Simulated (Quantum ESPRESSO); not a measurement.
# Ge under changes of volume

One of the cells (22.639 Å³/atom); the others are scaled copies at fixed shape and fractional positions:

```
CELL_PARAMETERS angstrom
0.00000 2.82891 2.82891
2.82891 0.00000 2.82891
2.82891 2.82891 0.00000
ATOMIC_POSITIONS crystal
Ge 0.75000 0.75000 0.75000
Ge 0.50000 0.50000 0.50000
```

| Property | Result |
| --- | --- |
| Program | Quantum ESPRESSO 7.5 |
| Functional | Q2D |
| Potentials or basis | PseudoDojo 0.4.1 SR PBE standard |
| Cutoff | 1061 eV |
| Density cutoff | 4245 eV |
| k mesh | 8 × 8 × 8 |
| Occupations | fermi-dirac, width 0.05 eV |
| Spin | no spin polarisation |

```csv
volume (Å³/atom),energy over the lowest point (meV/atom),pressure (GPa)
21.281,2.97,1.9
21.733,0.00,0.2
22.186,?,?
22.639,6.83,-2.6
23.092,15.80,-3.8
23.545,28.00,-4.9
23.997,43.07,-5.8
```

Q: What does the run at 22.186 Å³/atom give?

A: Energy over the lowest point 1.47 meV/atom; pressure -1.2 GPa.

Worked out: A Birch-Murnaghan fit of order 3 (a polynomial in V^(-2/3)) to the other rows has its minimum at 21.81 Å³/atom with B0 = V·E''(V) = 74 GPa and B' = 4.0. It gives 1.43 meV/atom at 22.186 Å³/atom, against the run's 1.47, and -dE/dV = -1.2 GPa, against -1.2.

Energies are extrapolated to zero smearing.

Caveats: the potentials were made for another functional, which shifts forces and pressure.
